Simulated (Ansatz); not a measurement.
PbI₂: levels along high-symmetry lines

```
CELL_PARAMETERS angstrom
4.55500 0.00000 0.00000
-2.27750 3.94475 0.00000
0.00000 0.00000 6.97700
ATOMIC_POSITIONS crystal
Pb 0.00000 0.00000 0.00000
I 0.33333 0.66667 0.26500
I 0.66667 0.33333 0.73500
```

Atoms are numbered in the order listed.

The cell is COD entry 9009114, as deposited and not checked against the literature; nothing was relaxed.

Spin–orbit coupling is left out, though it moves levels of the heavy atoms by tenths of an eV or more.

Method: DFT, PBE, all-electron LAPW, scalar-relativistic (Ansatz 0.2.0).

Sampling and basis: a Γ-centred 8×8×5 k mesh, Fermi–Dirac smearing of 0.02 eV, basis error target 1 meV/atom, no spin polarisation.

Points in fractions of the reciprocal vectors of this cell: Γ (0, 0, 0), M (0.5, 0, 0), K (0.333, 0.333, 0), A (0, 0, 0.5), L (0.5, 0, 0.5), H (0.333, 0.333, 0.5). The path joins them by straight lines in the order Γ–M–K–Γ–A–L–H–A–L; legs that retrace an earlier one aren't tabulated. Energies are in eV from the top of the valence band.

Q: List the levels at A between -5 and 5 eV.

A: -1.91, -1.17 (×2), -0.76 (×2), 0.00, 2.22, 3.17 (×2).

Q: List the levels at H between -5 and 5 eV.

A: -3.00 (×2), -2.68, -0.78 (×2), -0.09, 3.37 (×2), 4.17.

Q: List the levels at M between -5 and 5 eV.

A: -2.97, -2.41, -2.10, -1.58, -0.79, -0.38, 2.87, 3.70, 4.75.

Q: What is the band gap?

A: 2.22 eV, direct at A (0, 0, 0.5).

Kohn–Sham gaps of semilocal functionals usually fall short of measured ones.
